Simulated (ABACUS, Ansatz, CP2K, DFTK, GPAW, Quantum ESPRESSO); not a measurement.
## Pt: equilibrium volume by level of theory

**What was measured.** The equilibrium volume of Pt (Fm-3m) is reported as 15.1 Å³/atom at 300 K (a printed reference work). The runs below try to reproduce it.

The structure is cubic, space group Fm-3m (No. 225). Conventional cell: a = 3.922 Å, b = 3.922 Å, c = 3.922 Å, α = 90.00°, β = 90.00°, γ = 90.00°. Pt (site symmetry m-3m) has 12 Pt at 2.77 Å as nearest neighbours.

```csv
rung,level,program and potentials,cutoff (eV),k mesh,smearing,task,core time,chip,equilibrium volume (Å³/atom),miss,notes
GGA,B86bPBE,"ABACUS, PseudoDojo NC SR 0.5 PBE standard, plane waves",1143,10 × 10 × 10,fermi-dirac 0.05,relaxation of cell and atoms,19 s,Intel Xeon 6975P-C Granite Rapids,15.77,+4.4 %,potentials made for PBE; 18 valence electrons an atom on average
GGA + dispersion,BLYP+D3(BJ),"Ansatz, all-electron LAPW, scalar-relativistic",-,12 × 12 × 12,fermi-dirac 0.05,relaxation of cell and atoms,30 s,Arm Neoverse V1,15.37,+1.8 %,-
LDA,LDA,"Ansatz, all-electron LAPW, scalar-relativistic",-,12 × 12 × 12,fermi-dirac 0.05,relaxation of cell and atoms,31 s,Arm Neoverse V2,14.77,-2.2 %,-
GGA,RPBE,"Ansatz, all-electron LAPW, scalar-relativistic",-,12 × 12 × 12,fermi-dirac 0.05,relaxation of cell and atoms,31 s,Arm Neoverse V1,15.92,+5.4 %,-
GGA,PBE,"ABACUS, Ansatz NC PBE, plane waves",1143,10 × 10 × 10,fermi-dirac 0.05,equation of state,32 s,Intel Xeon Platinum 8559C Emerald Rapids,15.66,+3.7 %,fit through 4 volumes
GGA,revPBE,"Ansatz, all-electron LAPW, scalar-relativistic",-,12 × 12 × 12,fermi-dirac 0.05,relaxation of cell and atoms,32 s,Arm Neoverse V1,15.84,+4.9 %,-
GGA + dispersion,BLYP+D4,"GPAW, PAW data sets generated for this functional",600,9 × 9 × 9,fermi-dirac 0.05,equation of state,45 s,Arm Neoverse V1,15.54,+2.9 %,-
GGA,OLYP,"ABACUS, GBRV ultrasoft 1.5 PBE, plane waves",544,10 × 10 × 10,fermi-dirac 0.05,equation of state,61 s,AMD EPYC 7R43 Zen 3,15.34,+1.6 %,potentials made for PBE; fit through 4 volumes
GGA,PBE,"Quantum ESPRESSO, Ansatz NC SR PBE",1143,12 × 12 × 12,fermi-dirac 0.05,equation of state,90 s,Arm Neoverse V2,15.66,+3.7 %,-
LDA,LDA,"ABACUS, GBRV ultrasoft 1.5 LDA, plane waves",544,10 × 10 × 10,fermi-dirac 0.05,relaxation of cell and atoms,1.9 min,Intel Xeon Platinum 8175M Skylake/Cascade Lake,14.70,-2.6 %,16 valence electrons an atom on average
GGA,PBE,"ABACUS, PseudoDojo NC SR 0.4.1 PBE standard, plane waves",1143,12 × 12 × 12,fermi-dirac 0.05,equation of state,2 min,Intel Xeon Platinum 8259CL Skylake/Cascade Lake,15.62,+3.4 %,-
GGA,AM05,"DFTK, SPMS 1.0 (PBE)",816,9 × 9 × 9,fermi-dirac 0.05,equation of state,5.5 min,Intel Xeon Platinum 8259CL Skylake/Cascade Lake,14.91,-1.3 %,potentials made for PBE
GGA,PBE,"DFTK, SPMS 1.0 (PBE)",816,10 × 10 × 10,fermi-dirac 0.05,equation of state,7.1 min,Intel Xeon Platinum 8375C Ice Lake,15.63,+3.5 %,-
GGA,PBEsol,"CP2K, POTENTIAL_UZH Pt GTH-PBE-q18; TZVP-MOLOPT-PBE-GTH basis",-,12 × 12 × 12,fermi-dirac 0.1,equation of state,7.8 min,Arm Neoverse V2,15.08,-0.1 %,atomic basis; potentials made for PBE
GGA,PBE,"CP2K, POTENTIAL_UZH Pt GTH-PBE-q18; TZVP-MOLOPT-PBE-GTH basis",-,12 × 12 × 12,fermi-dirac 0.05,equation of state,7.9 min,Arm Neoverse V2,15.64,+3.6 %,atomic basis
```

Times are single runs on shared hosts and different chips, so they are rough; meshes, cutoffs and the tasks' sizes weigh on the time. All rows: no spin polarisation. Smearing widths are in eV. For a metal such meshes aren't converged. Meshes differ between rows, which moves values too. Meshes are those of the run's cell of 1 atom unless a note names another. Relaxations start from the cell shown or near it and stop with a little pressure left. Misses use the values as printed. Runs on faulty files, with rough fits or with known faults for this quantity aren't shown. No row holds spin-orbit coupling.

By rung: LDA 14.70 to 14.77; GGA 14.91 to 15.92; GGA + dispersion 15.37 to 15.54; GGA in atomic bases 15.08 to 15.64 (Å³/atom). Measured: 15.1 Å³/atom at 300 K (a printed reference work). Closest, coarse meshes and atomic bases left aside, is AM05 (-1.3 %), and PBE misses by +3.4 % to +3.7 % on plain settings. The runs are for a static lattice, while measurements hold temperature and zero-point motion.
